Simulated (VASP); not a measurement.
Here is a VASP 6.6.1 calculation.

File INCAR:

```
SYSTEM = MgO
PREC = Accurate
ENCUT = 520
EDIFF = 1E-7
ISMEAR = 0
SIGMA = 0.02
LREAL = .False.
LASPH = .True.
NELM = 80
ALGO = Normal
ISIF = 3
LWAVE = .False.
LCHARG = .False.
GGA = PE
IBRION = 2
NSW = 80
EDIFFG = -0.002
```

KPOINTS

```
Automatic mesh
0
Gamma
  18 18 18
  0 0 0
```

Contents of POSCAR:

```
MgO
1.0
    0.0000000000      2.1050000000      2.1050000000
    2.1050000000      0.0000000000      2.1050000000
    2.1050000000      2.1050000000      0.0000000000
Mg O
1 1
Direct
    0.0000000000      0.0000000000      0.0000000000
    0.5000000000      0.5000000000      0.5000000000
```

Potentials or basis: VASP PAW PBE potentials, release 64 (Mg, O).

Command:

```console
$ cat potpaw_PBE.64/Mg/POTCAR potpaw_PBE.64/O/POTCAR > POTCAR
$ mpirun -np 1 vasp_std > vasp.out
```

Question: Predict the relaxed cell.

Answer: a = 3.003 Å, b = 3.003 Å, c = 3.003 Å, α = 60.00°, β = 60.00°, γ = 60.00°.

Question: Predict the band gap on the k mesh.

Answer: 4.49 eV, direct.

Question: Predict the relaxed volume.

Answer: 9.57 Å³/atom.

Final structure:
```xyz
2
Lattice="0.0000 2.1234 2.1234 2.1234 0.0000 2.1234 2.1234 2.1234 0.0000" Properties=species:S:1:pos:R:3 pbc="T T T"
Mg    0.0000    0.0000    0.0000
O     2.1234    2.1234    2.1234
```

A k mesh can miss the band edges. Zero-point motion and thermal expansion aren't in these numbers.
